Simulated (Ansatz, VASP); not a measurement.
Two plane-wave programs on CuI

INCAR

```
SYSTEM = CuI
ALGO     = Normal         ! electronic algorithm
EDIFF    = 1E-7           ! SCF threshold, eV
EDIFFG   = -0.005         ! ionic threshold
ENCUT    = 600            ! plane-wave cutoff, eV
GGA      = PS             ! functional
IBRION   = 2              ! ionic algorithm
ISIF     = 3              ! what is computed and relaxed
ISMEAR   = 0              ! smearing method
LASPH    = .True.         ! aspherical terms in the spheres
LCHARG   = .False.        ! write CHGCAR
LREAL    = .False.        ! projectors in reciprocal space
LWAVE    = .False.        ! write WAVECAR
NELM     = 100            ! most SCF steps
NSW      = 100            ! ionic steps
PREC     = Accurate       ! precision mode
SIGMA    = 0.02           ! smearing width, eV
```

The input KPOINTS:

```
k-points
0
Gamma
  8 8 8
  0 0 0
```

The input POSCAR:

```
CuI
1.0
    0.0000000000     -3.0315000000     -3.0315000000
   -3.0315000000     -3.0315000000      0.0000000000
   -3.0315000000      0.0000000000     -3.0315000000
Cu I
1 1
Direct
    0.0000000000      0.0000000000      0.0000000000
    0.7500000000      0.7500000000      0.7500000000
```

Input for Ansatz:

```yaml
crystal:
  lattice:
    - [0.0, -3.0315, -3.0315]
    - [-3.0315, -3.0315, 0.0]
    - [-3.0315, 0.0, -3.0315]
  atoms:
    - { symbol: Cu, position: [0.0, 0.0, 0.0] }
    - { symbol: I, position: [0.75, 0.75, 0.75] }
basis:
  ecutwfc: 420
kpoints:
  mp_grid: { grid: [8, 8, 8] }
hamiltonian:
  xc: pbesol
scf:
  occupations: { method: gaussian, width: 0.02 }
output:
  forces: true
  stress: true
  eigenvalues: true
relax:
  adjacent_minimum: "off"
  f_tol: 0.005
  max_steps: 80
  cell: { stress_tol: 0.05 }
```

Alike in both runs: task relaxation of cell and atoms; functional PBEsol; k mesh 8 × 8 × 8; occupations gaussian, width 0.02 eV; no spin polarisation.

```csv
,VASP,Ansatz
version,VASP 6.6.1,Ansatz 0.2.0
potentials or method,"VASP PAW PBE potentials, release 64 (Cu, I)","scalar-relativistic, plane waves, PAW"
plane-wave cutoff (eV),600,420
valence electrons in the cell,18,36
```

```tsv
	VASP	Ansatz	Ansatz less VASP
gap on the k mesh at the Fermi level, each at its own relaxed structure (eV)	1.19	1.17	-0.016
relaxed volume (Å³/atom)	26.26	26.19	-0.069
relaxed cell length with the largest relative difference (Å)	4.203	4.200	-0.0037
energy change over the relaxation (meV/atom)	-13	-14	-1.1
```

The two sets of potentials don't hold the same shells in valence.

Caveats: the PAW data sets were made with another functional, which shifts forces and pressure a little (VASP); spin-orbit coupling is left out, which moves the levels of the heavy elements.
